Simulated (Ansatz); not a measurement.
# Ti in Ansatz: reference runs

Reference runs on Ti: the cell as given.

Program: Ansatz 0.2.0. These are calculated values, not measurements. Logs are shortened: lines on timing, memory, paths and dates and some standing lists are left out, and cuts for length are marked.

## (1) The cell of the first run

The cell holds a slab with vacuum, 5 atoms: a = 2.871 Å, b = 2.871 Å, c = 24.376 Å, α = 90.00°, β = 90.00°, γ = 120.00°.

## (2) Single point, PBE (the (1 1 1) slab of Ti, cut from the database cell, not relaxed)

File input.yaml:

```yaml
crystal:
  lattice:
    - [2.8708535316, 0.0, 0.0]
    - [-1.4354267658, 2.4862320889, 0.0]
    - [0.0, 0.0, 24.3761683716]
  atoms:
    - { symbol: Ti, position: [0.6666666667, 0.3333333333, 0.3076775597] }
    - { symbol: Ti, position: [0.3333333333, 0.6666666667, 0.4038387799] }
    - { symbol: Ti, position: [0.0, 0.0, 0.5] }
    - { symbol: Ti, position: [0.6666666667, 0.3333333333, 0.5961612201] }
    - { symbol: Ti, position: [0.3333333333, 0.6666666667, 0.6923224403] }
hamiltonian:
  xc: pbe
  pseudopotentials: { kind: paw }
kpoints:
  mp_grid: { grid: [11, 11, 1] }
scf:
  occupations: { method: fermi_dirac, width: 0.05 }
output:
  forces: true
  eigenvalues: true
efield:
  axis: 3
  dipole_correction: true
  ramp_width: 0.04
```

Potentials or basis: Ansatz PAW.

Launch:

```sh
$ ansatz run input.yaml --threads 4 --pin off --max-ram 11264MiB --backend cpu --events-out ev --progress --plain --runs-dir out
```

Output:

```text
Warning: RAYON_NUM_THREADS=4 ignored (pool sized by the plan → 4); use --threads N
Engine: ansatz 0.2.0, aarch64-unknown-linux-gnu
Pseudopotentials: kind: paw
Pseudopotential: Ti, paw, valence charge 12, recommended cutoff 420 eV (normal), Ti.paw.azcp
Functional definition: PBE
  parameter kappa = 0.804
  parameter beta = 0.06672455060314922
  exchange = pbe_x(kappa = kappa, mu = beta*pi^2/3)
  correlation = pbe_c(beta = beta)
Crystal: 5 atoms, lattice volume = 173.988 Å³
Basis set: ecut = 420 eV, 3429 PW (Γ), exchange–correlation on 40×40×360 points (8 copies of the dense FFT grid, shifted against one another)
Bands: 36, of which v1, the nominal top of the filled ones, is band 30 counted from 1 (29 counted from 0)
Symmetry: 6 space group operations
k-points: 16 of 121 (time reversal used)
Non-local potential: Ti, projectors of the file, l = 0: 3, l = 1: 2, l = 2: 3, l = 3: 1
PAW form: soft (Blöchl's): semilocal exchange-correlation on the pseudo side does not see the compensation charge
PAW one-centre angular grid: Ti, 590 points (default); XC on 64 Gauss nodes
Initial density: superposition of atomic densities (neutral atoms: chi_scale 0, normalization atom), corrected by the library's trained network
Initial wavefunctions: pseudopotential atomic-orbital guess
Functional: x = pbe(κ = 0.804, μ = 0.2195149727645171), c = pbe(β = 0.06672455060314922)
SCF iter   1: F=—  HF=-12496.431561 eV  |F-HF|=—  |Δ(HF+E_count)|=         —  Δρ=1.47e-2  dr2=5.59e0  ethr=1.77e-3  p=0.000 e·Å  D=1.02e-13 V/Å  ΔV_dip=-0.00 eV  dr2_dipole=1.64e-6  V_vac-E_F(+/−)=4.31/4.31 eV  ⟨swp⟩=8.6  Hψ=2702  notcnv=0
efield: sawtooth ramp at fractional position 0.9800 (placed from the atoms, in the widest stretch of the axis that holds none; the zero of the levels goes with the place), width 0.0400; the density the first Hamiltonian is built on has a dipole p = 0.000 e·Å; the dipole correction subtracts the counter field D = 1.02e-13 V/Å, which shifts the + side's vacuum level by -0.00 eV against the − side's; the planar-averaged density in the ramp window peaks in size at 1.1e-4 e/Å³
preconditioner: auto → LDOS  [metal: Δε(μ)=0.048 eV  Ē_g=2.181 eV  σ=0.050 eV  W_gap=0.23  n_scr=16 (ndim 8)  ℏωp=12.6 eV  f_vac=0.453  D(μ)=8.88/eV (n_scr^D=100)  β→1.0]
SCF iter   2: F=—  HF=-12496.354631 eV  |F-HF|=—  |Δ(HF+E_count)|=   7.69e-2  Δρ=3.27e-3  dr2=1.28e-1  ethr=1.77e-3  p=0.000 e·Å  D=2.32e-5 V/Å  ΔV_dip=-0.00 eV  dr2_dipole=1.59e-7  V_vac-E_F(+/−)=4.47/4.47 eV  ⟨swp⟩=1.7  Hψ=725  notcnv=0
SCF iter   3: F=—  HF=-12496.356102 eV  |F-HF|=—  |Δ(HF+E_count)|=   1.47e-3  Δρ=7.23e-4  dr2=1.28e-3  ethr=2.13e-4  p=0.000 e·Å  D=2.75e-5 V/Å  ΔV_dip=-0.00 eV  dr2_dipole=4.03e-7  V_vac-E_F(+/−)=4.51/4.51 eV  ⟨swp⟩=2.1  Hψ=655  notcnv=0
SCF iter   4: F=—  HF=-12496.355890 eV  |F-HF|=—  |Δ(HF+E_count)|=   2.12e-4  Δρ=3.55e-4  dr2=8.03e-4  ethr=2.14e-6  p=0.000 e·Å  D=1.72e-5 V/Å  ΔV_dip=-0.00 eV  dr2_dipole=4.26e-8  V_vac-E_F(+/−)=4.54/4.54 eV  ⟨swp⟩=4.0  Hψ=1135  notcnv=0
SCF iter   5: F=—  HF=-12496.355921 eV  |F-HF|=—  |Δ(HF+E_count)|=   3.10e-5  Δρ=9.30e-5  dr2=4.42e-5  ethr=1.34e-6  p=0.000 e·Å  D=8.21e-6 V/Å  ΔV_dip=-0.00 eV  dr2_dipole=1.00e-9  V_vac-E_F(+/−)=4.55/4.55 eV  ⟨swp⟩=1.1  Hψ=577  notcnv=0
SCF iter   6: F=—  HF=-12496.355946 eV  |F-HF|=—  |Δ(HF+E_count)|=   2.53e-5  Δρ=3.34e-5  dr2=4.62e-6  ethr=7.36e-8  p=0.000 e·Å  D=3.36e-6 V/Å  ΔV_dip=-0.00 eV  dr2_dipole=1.72e-11  V_vac-E_F(+/−)=4.56/4.56 eV  ⟨swp⟩=1.9  Hψ=661  notcnv=0
SCF iter   7: F=—  HF=-12496.355947 eV  |F-HF|=—  |Δ(HF+E_count)|=   7.23e-7  Δρ=1.14e-5  dr2=4.20e-7  ethr=7.70e-9  p=0.000 e·Å  D=1.04e-6 V/Å  ΔV_dip=-0.00 eV  dr2_dipole=2.75e-11  V_vac-E_F(+/−)=4.56/4.56 eV  ⟨swp⟩=2.1  Hψ=792  notcnv=0
SCF iter   8: F=-12496.355947 eV  HF=-12496.355947 eV  |F-HF|=2.94e-8  |Δ(HF+E_count)|=   5.75e-8  Δρ=3.45e-6  dr2=2.79e-8  ethr=1.67e-10  p=0.000 e·Å  D=3.49e-7 V/Å  ΔV_dip=-0.00 eV  dr2_dipole=7.87e-13  V_vac-E_F(+/−)=4.56/4.56 eV  ⟨swp⟩=8.3  Hψ=2485  notcnv=0
SCF 1 converged in 8 iterations: F = -12496.355947 eV  dr2 = 2.79e-8
SCF converged after 8 iterations
Free energy (F): -12496.355947 eV
Harris-Foulkes:  -12496.355947 eV  (|F-HF|=2.94e-8)
Internal energy: -12496.282988 eV  (E = F + TS)
E sigma→0 (E₀):  -12496.319468 eV
Entropy (-TS):   -0.072959 eV (-14.592 meV/atom)
Fermi energy:    4.469289 eV
Dipole field:    D = -0.000001 V/Å  (p = -0.000001 e·Å, saw-weighted, corrected)
Work function:   Φ+ = 4.5615 eV   Φ− = 4.5615 eV
Levels:          The Fermi level and band energies are counted from a zero that moves with the ramp; work functions are not
--- Per-component energies (eV) ---
  E_band       = -1313.440389
  E_kinetic    = 1363.475139
  E_local      = -55229.479284  (includes V_loc(G=0)·N_el)
  E_nonlocal   = 43.025478
  E_hartree    = 26987.085310
  E_xc         = -486.020706
  E_vxc        = -607.907387  (∫ρ·V_xc dr)
  E_paw        = -5239.312007  (= ΣΔE_a)
  E_vpaw       = -856.732909  (= ΣTr[D̂ρ^β])
  E_aug_tail   = 0.000552  (compensation charges beyond the density's cutoff)
  E_efield     = 0.000000  (sawtooth field / dipole correction)
  E_vefield    = 0.000000  (∫n·V_field dr)
  E_ewald      = 20064.942530
  E_smearing   = -0.072959  (= −TS)
  E_closure    = 0.000000  (closes the sum)
  Σ components = -12496.355947   (vs F -12496.355947, Δ=0.00e0)
--- Forces (eV/Å), atoms counted from 1 ---
  atom   1  Ti     0.00000000     0.00000000     0.31652789
  atom   2  Ti    -0.00000000     0.00000000    -0.54716081
  atom   3  Ti     0.00000000     0.00000000     0.00000056
  atom   4  Ti     0.00000000    -0.00000000     0.54716129
  atom   5  Ti     0.00000000    -0.00000000    -0.31652908
  max |Σ_I F_I| component: 1.43e-7 eV/Å
--- Band table (eV; the first three rows and the last of 16) ---
  k-point 0: bands = ["-52.3183", "-52.3181", "-52.1092", "-52.0737", "-52.0026", "-28.7565", "-28.7057", "-28.4921", "-28.2686", "-28.2575", "-28.2575", "-28.2575", "-28.2575", "-28.0470", "-28.0404", "-28.0404", "-28.0182", "-28.0182", "-27.9664", "-27.9664", "-1.4328", "-0.7593", "0.1814", "1.1106", "1.6676", "4.3334", "4.3987", "4.6872", "4.8142", "5.0369", "5.2107", "5.2620", "5.2620", "5.3444", "5.3444", "5.4211"]
  k-point 1: bands = ["-52.3104", "-52.3103", "-52.1003", "-52.0666", "-51.9969", "-28.7406", "-28.6954", "-28.4901", "-28.3200", "-28.3036", "-28.2685", "-28.2685", "-28.2577", "-28.0870", "-28.0769", "-28.0533", "-28.0304", "-28.0284", "-28.0076", "-27.9744", "-1.1924", "-0.5278", "0.4044", "1.3302", "1.8824", "4.2831", "4.3825", "4.5228", "4.6594", "4.7462", "5.1085", "5.1857", "5.2549", "5.3202", "5.4224", "5.4901"]
  k-point 2: bands = ["-52.2894", "-52.2893", "-52.0761", "-52.0475", "-51.9819", "-28.6987", "-28.6691", "-28.4977", "-28.4433", "-28.4162", "-28.2979", "-28.2978", "-28.2894", "-28.1967", "-28.1797", "-28.1021", "-28.0869", "-28.0558", "-28.0441", "-27.9965", "-0.5152", "0.1121", "1.0004", "1.8980", "2.4376", "3.8834", "4.1007", "4.2610", "4.2863", "4.5299", "4.7481", "4.8505", "5.0368", "5.2918", "5.4738", "5.7241"]
  k-point 15: bands = ["-52.2075", "-52.2075", "-51.9737", "-51.9730", "-51.9317", "-28.7285", "-28.7264", "-28.6236", "-28.6180", "-28.5941", "-28.5855", "-28.4986", "-28.4782", "-28.4161", "-28.3995", "-28.3219", "-28.3112", "-28.1946", "-28.1775", "-28.1307", "2.8692", "3.0299", "3.0748", "3.2505", "3.3117", "3.3564", "3.4856", "3.7561", "3.8960", "4.1825", "4.4209", "4.5353", "4.6896", "4.7261", "4.8250", "4.9433"]
```

Wall time 3.4 s (4 threads of Arm Neoverse V1, shared host); peak memory 0.46 GiB.

Results:

* Free energy: -12496.3559 eV
* Largest force: 0.547 eV/Å
* Band gap on the k mesh: none (metal or under the smearing width)
* Work function of the upper face: 4.56 eV
* Work function of the lower face: 4.56 eV
* Dipole across the slab: 0.000 e·Å

Forces in eV/Å, atoms in the order of the input:
```
Ti   0.000  0.000  0.317
Ti   0.000  0.000 -0.547
Ti   0.000  0.000  0.000
Ti   0.000  0.000  0.547
Ti   0.000  0.000 -0.317
```
